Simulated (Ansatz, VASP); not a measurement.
## Zr in VASP and in Ansatz

INCAR

```
ALGO = Normal
EDIFF = 1E-6
ENCUT = 520
GGA = PE
ISIF = 2
ISMEAR = -1
LASPH = T
LCHARG = F
LREAL = F
LWAVE = F
NBANDS = 12
NELM = 60
PREC = Accurate
SIGMA = 0.1
```

Contents of KPOINTS:

```
k-points
0
Gamma
  14 14 14
```

File POSCAR:

```
Zr
1.0
    2.5261015396      0.0000000000      0.0000000000
    0.0000000000      2.5261015396      0.0000000000
    0.0000000000      0.0000000000      2.5261015396
Zr
1
Direct
    0.0000000000      0.0000000000      0.0000000000
```

Input for Ansatz:

```yaml
crystal:
  lattice:
    - [2.5261015396, 0.0, 0.0]
    - [0.0, 2.5261015396, 0.0]
    - [0.0, 0.0, 2.5261015396]
  atoms:
    - { symbol: Zr, position: [0.0, 0.0, 0.0] }
kpoints:
  mp_grid: { grid: [14, 14, 14] }
scf:
  occupations: { method: fermi_dirac, width: 0.1 }
hamiltonian:
  xc: pbe
  pseudopotentials: { kind: all_electron, lapw: { basis_error: 0.001 } }
output:
  forces: true
  stress: true
  eigenvalues: true
  populations: true
```

Change from the starting cell: volume scaled by 0.65, LAPW.

Alike in both runs: task single point; functional PBE; k mesh 14 × 14 × 14; occupations fermi-dirac, width 0.1 eV; no spin polarisation.

|  | VASP | Ansatz |
| --- | --- | --- |
| version | VASP 6.6.1 | Ansatz 0.2.0 |
| potentials or method | VASP PAW PBE potentials, release 64 (Zr_sv) | all-electron LAPW, scalar-relativistic |
| plane-wave cutoff (eV) | 520 | see its input |

|  | VASP | Ansatz | Ansatz less VASP |
| --- | --- | --- | --- |
| pressure (GPa) | 65.2 | 64.6 | -0.54 |

Ansatz ran all-electron here, so the differences hold the error of VASP's frozen core and of both bases.

Caveats: the cell as given lies far from equilibrium; so large a pressure means that the cell lies far from this level's equilibrium, or that cutoff or potentials fall short (VASP).
